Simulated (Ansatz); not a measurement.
# C11O: the cost of one run

Computed with Ansatz 0.2.0 (DFT PBE+D3(BJ), scalar-relativistic, plane waves, PAW, unless a step's input says otherwise).

11 further runs of the same task are left out: 11 set aside as unsound or not needed.

## 1. The structure to begin with

It takes space group R-3m (No. 166, trigonal). The conventional cell has a = 2.465 Å, b = 2.465 Å, c = 10.075 Å, α = 90.00°, β = 90.00°, γ = 120.00°. C (site symmetry 3m) is surrounded by 3 C at 1.42 Å.

Coordinates:

```
C
1.0
     1.23248    0.71157    3.35822
    -1.23248    0.71157    3.35822
     0.00000   -1.42314    3.35822
C
2
Direct
  0.16661 0.16661 0.16661
  0.83339 0.83339 0.83339
```

It is the result of an earlier relaxation at this level (volume 8.84 Å³/atom; gap on the mesh: 0.65 eV).

## 3. Setting up the map

Atoms count from 1 in the order of the input.

CO (O end down) is moved over the surface cell at a fixed height above a rigid substrate; the origin of the map has the adsorbate above C9; the height is held at 2.70 Å.

- position of O11 along the first surface vector, from above C9: 4 values from 0.00 to 0.75, periodic
- position of O11 along the second surface vector, from above C9: 4 values from 0.00 to 0.75, periodic

Nothing else is relaxed. Points are written as (first, second).

The two vectors of the plane (Å): (3.647, 0.000, 0.000); (-1.666, 3.931, 0.000).

(The set-up runs are not shown.)

## 4. The run at (0/4, 0/4) of the map's two axes

Input file input.yaml:

```yaml
crystal:
  lattice:
    - [3.6473242347, 0.0, 0.0]
    - [-1.6658829406, 3.931015097, 0.0]
    - [0.0, 0.0, 23.5809581735]
  atoms:
    - { symbol: C, position: [0.500179934, 0.3333933113, 0.1696283913] }
    - { symbol: C, position: [0.499820066, 0.6666066887, 0.1696283913] }
    - { symbol: C, position: [0.500179934, 0.8333933113, 0.2218942371] }
    - { symbol: C, position: [0.499820066, 0.1666066887, 0.2218942371] }
    - { symbol: C, position: [0.5000212339, 0.3353169667, 0.2741412245] }
    - { symbol: C, position: [0.4999787661, 0.6646830333, 0.2741412245] }
    - { symbol: C, position: [0.5001286265, 0.8366480408, 0.3266192407] }
    - { symbol: C, position: [0.4998713735, 0.1633519592, 0.3266192407] }
    - { symbol: C, position: [0.4997623712, 0.3544335279, 0.3744953071] }
    - { symbol: C, position: [0.5002376288, 0.6455664721, 0.3744953071] }
    - { symbol: O, position: [0.4997623712, 0.3544335279, 0.4889944712] }
    - { symbol: C, position: [0.4997623712, 0.3544335279, 0.5377626337] }
basis:
  ecutwfc: 420
kpoints:
  mp_grid: { grid: [8, 7, 1] }
hamiltonian:
  xc: pbe
  pseudopotentials: { kind: paw, azcp: { folder: soft_1 } }
  dispersion: d3bj
scf:
  occupations: { method: gaussian, width: 0.05 }
output:
  forces: true
  eigenvalues: true
efield:
  axis: 3
  dipole_correction: true
  ramp_width: 0.04
```

Launch:

```bash
$ ansatz run input.yaml --threads 1 --pin off --max-ram 3072MiB --backend cpu --events-out ev --progress --plain --runs-dir out
```

Q: Estimate wall time and peak memory on 1 thread of Arm Neoverse V1, shared host.

About 42 s, with a peak of 0.57 GiB.
